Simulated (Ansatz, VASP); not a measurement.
## CdTe in VASP and in Ansatz

```
Cd Te
1.0
     0.00000    3.31380    3.31380
     3.31380    0.00000    3.31380
     3.31380    3.31380    0.00000
Cd Te
1 1
Direct
  0.00000 0.00000 0.00000
  0.25000 0.25000 0.25000
```

Alike in both runs: task single point; functional PBE; k mesh 8 × 8 × 8; occupations gaussian, width 0.02 eV; no spin polarisation.

|  | VASP | Ansatz |
| --- | --- | --- |
| version | VASP 6.6.1 | Ansatz 0.2.0 |
| potentials or method | VASP PAW PBE potentials, release 64 (Cd, Te) | scalar-relativistic, plane waves, PAW |
| plane-wave cutoff (eV) | 520 | 420 |
| valence electrons in the cell | 18 | 36 |

|  | VASP | Ansatz | Ansatz less VASP |
| --- | --- | --- | --- |
| gap on the k mesh at the Fermi level (eV) | 0.57 | 0.57 | +0.003 |
| least direct gap on the mesh (eV) | 0.57 | 0.57 | +0.003 |
| pressure (GPa) | 0.0 | -0.1 | -0.11 |

The two sets of potentials don't hold the same shells in valence.

Caveats: spin-orbit coupling is left out, which moves the levels of the heavy elements. A hybrid or GW would open this gap; PBE tends to underestimate it.
